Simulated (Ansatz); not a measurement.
From input file to script: CsI, space group Pm-3m in Ansatz 0.2.0.

```yaml
crystal:
  lattice:
    - [4.5667, 0.0, 0.0]
    - [0.0, 4.5667, 0.0]
    - [0.0, 0.0, 4.5667]
  atoms:
    - { symbol: Cs, position: [0.0, 0.0, 0.0] }
    - { symbol: I, position: [0.5, 0.5, 0.5] }
kpoints:
  mp_grid:
    grid: [5, 5, 5]
hamiltonian:
  xc: r2scan
  pseudopotentials:
    kind: paw
scf:
  occupations:
    method: fixed
elastic:
  mode: relaxed_ion
```

The script, `elastic.py`:
```python
'''Elastic constants of CsI.'''

import ansatz as az
import numpy as np

FUNCTIONAL = 'r2SCAN'
KGRID = (5, 5, 5)

lattice = az.Lattice.of(
    (4.5667, 0.0, 0.0),
    (0.0, 4.5667, 0.0),
    (0.0, 0.0, 4.5667),
)
sites = [
    ('Cs', (0.0, 0.0, 0.0)),
    ('I', (0.5, 0.5, 0.5)),
]
structure = az.Crystal(lattice=lattice)
for symbol, position in sites:
    structure = structure.atom(symbol, position)

calc = structure.calculation()
calc = calc.functional(FUNCTIONAL).pseudopotentials('paw')
calc = calc.occupations(az.OccupationsMethod.FIXED)
calc = calc.kpoints(*KGRID)
done = calc.elastic('relaxed_ion').run()
elastic = done.elastic

print(np.array2string(np.round(elastic.c_gpa, 1) + 0.0, suppress_small=True))
print('Voigt stress of the unstrained cell (GPa, tension positive):', np.round(elastic.sigma0_gpa, 3) + 0.0)
print('smallest eigenvalue of C:', round(elastic.stability.min_eigenvalue_gpa, 1), 'GPa; stable:', elastic.stability.stable)
# averaged moduli need a positive definite tensor
if elastic.stability.min_eigenvalue_gpa > 0:
    m = elastic.moduli
    anisotropy = 5 * m.g_voigt_gpa / m.g_reuss_gpa + m.k_voigt_gpa / m.k_reuss_gpa - 6
    print(f'Voigt K {m.k_voigt_gpa:.1f} G {m.g_voigt_gpa:.1f}; Reuss K {m.k_reuss_gpa:.1f} G {m.g_reuss_gpa:.1f}; universal anisotropy index {anisotropy:.3f}')
```

Running `python elastic.py` prints:
```text
DeckWarning: basis.ecutwfc = 500 eV, auto-derived from the records' recommended cutoffs: set by Cs (their level for a meta-GGA)
[[26.4  7.9  7.9  0.   0.   0. ]
 [ 7.9 26.4  7.9  0.   0.   0. ]
 [ 7.9  7.9 26.4  0.   0.   0. ]
 [ 0.   0.   0.   7.9  0.   0. ]
 [ 0.   0.   0.   0.   7.9  0. ]
 [ 0.   0.   0.   0.   0.   7.9]]
Voigt stress of the unstrained cell (GPa, tension positive): [-0.38 -0.38 -0.38  0.    0.    0.  ]
smallest eigenvalue of C: 7.9 GPa; stable: True
Voigt K 14.1 G 8.4; Reuss K 14.1 G 8.4; universal anisotropy index 0.032
```
(Warnings from the package without file and line.)

What to keep in mind:
- A positive definite tensor excludes instabilities under uniform strain alone; phonons elsewhere in the zone can still be imaginary.
- The starting cell is as deposited in a crystallographic database; the results hold for this polymorph, which needn't be the stable one.
- The constants belong to the cell that was strained; where it wasn't relaxed first it may be under stress.
- The whole script took 62 s on 1 thread of Arm Neoverse V1, on a shared host, peak memory 0.67 GiB.

(A comment or docstring line of the script was reworded after the run, the code is as it ran; lines on the test bed's own set-up are left out of the output.)
